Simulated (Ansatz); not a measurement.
## An Ansatz run on AlP

Input of a DFT run with Ansatz (development build), a test cell that isn't relaxed; energies in eV and lengths in Å:

```yaml
crystal:
  lattice:
    - [0.0, 2.73, 2.73]
    - [2.73, 0.0, 2.73]
    - [2.73, 2.73, 0.0]
  atoms:
    - { symbol: Al, position: [0.0, 0.0, 0.0] }
    - { symbol: P, position: [0.25, 0.25, 0.25] }
kpoints:
  mp_grid: { grid: [6, 6, 6] }
hamiltonian:
  xc: r2scan
  dispersion: none
  pseudopotentials: { kind: nc, accuracy: standard }
scf:
  occupations: { method: fixed }
dielectric:
  raman: true
```

Command: `ansatz run input.yaml --threads 60 --backend cuda`

It ran on PseudoDojo norm-conserving at 599 eV.

Caveats: coarse k mesh; files made for PBE.

(1) What clamped-ion dielectric tensor of the whole cell results?

(2) How long does it take on 1 NVIDIA GB300 GPU, shared host?

Answers

(1) 
```
7.58 0.00 0.00
0.00 7.58 0.00
0.00 0.00 7.58
```

(2) About 15 s of wall time, 4.1 GiB of host memory.
